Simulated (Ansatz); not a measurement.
## Calculated O-17 nuclear quadrupole resonance for SiO2

Cell: a Materials Project structure (computed, not necessarily an observed phase).

Space group I-4m2 (No. 119); a = 7.1937, c = 12.1272 Å.

```
site  Wyckoff  site symmetry       x       y       z
 Si1       2a           -4m2  0.0000  0.0000  0.0000
 Si2       8i            .m.  0.2060  0.0000  0.7878
  O6       8i            .m.  0.0000  0.1815  0.0791
 O10       4e           2mm.  0.0000  0.0000  0.7337
 O12       8h            ..2  0.8168  0.3168  0.2500
```

One atom of each set is listed; the run and its k-mesh use a cell of 15 atoms with edges of 7.91, 7.91, 7.91 Å.

The numbers come from a DFT calculation in Ansatz (HSE06, plane waves and PAW (field gradients read without the response of the frozen cores, which leaves them typically 4 to 6 % off), scalar-relativistic, 420 eV cutoff, Γ-centred 3×3×3 k-points, Fermi–Dirac smearing 0.02 eV).

O-17: I = 5/2, Q = -25.58 mb (year-2017 value). Static lattice, zero field.

Question: At which frequencies do the O-17 NQR lines lie?

Answer: For I = 5/2 and η = 0 the lines are 3|C_Q|/20 and twice that; η pulls their ratio below 2.

| site | atoms | V_zz (10²¹ V/m²) | C_Q (MHz) | η | line frequencies (MHz) |
| --- | --- | --- | --- | --- | --- |
| O6 | 4 | 9.06 | -5.60 | 0.22 | 0.885, 1.66 |
| O10 | 2 | 9.18 | -5.68 | 0.23 | 0.899, 1.69 |
| O12 | 4 | 10.19 | -6.30 | 0.08 | 0.952, 1.89 |

At O6, O10 and O12 V_zz runs parallel to the line that joins its two neighbours (within 1°) in each case.
